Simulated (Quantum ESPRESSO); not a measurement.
Crystal: TiSe.

```
Se Ti
1.0
     3.55900    0.00000    0.00000
    -1.77950    3.08218    0.00000
     0.00000    0.00000    6.22000
Se Ti
2 2
Direct
  0.66667 0.33333 0.75000
  0.33333 0.66667 0.25000
  0.00000 0.00000 0.50000
  0.00000 0.00000 0.00000
```

Program: Quantum ESPRESSO 7.5. Alike in all runs: no spin polarisation; cell as given; k mesh 9 × 9 × 5; cutoff (eV) 612; smearing fermi-dirac 0.05 eV.

Problem. Order these runs on this cell by their pressure, lowest first.
A. level PBEsol+U; potentials or basis GBRV 1.5 PBEsol; U Ti d U = 5 eV; hubbard projectors atomic; mixing beta 0.3
B. level LDA; potentials or basis GBRV 1.5 LDA; mixing beta 0.5; form of the LDA correlation PZ81
C. level PBEsol+U; potentials or basis GBRV 1.5 PBEsol; U Ti d U = 8 eV; hubbard projectors atomic; mixing beta 0.3
D. level PBEsol+U; potentials or basis GBRV 1.5 PBEsol; U Ti d U = 4 eV; hubbard projectors atomic; mixing beta 0.3
E. level PBEsol+U; potentials or basis GBRV 1.5 PBEsol; U Ti d U = 2 eV; hubbard projectors atomic; mixing beta 0.3

Solution. B (-3.9 GPa), E (2.2 GPa), D (5.3 GPa), A (7.2 GPa), C (13.3 GPa).

Caveats: U without spin polarisation on a metal has little footing (some runs).

Not every run made on this cell is shown here.
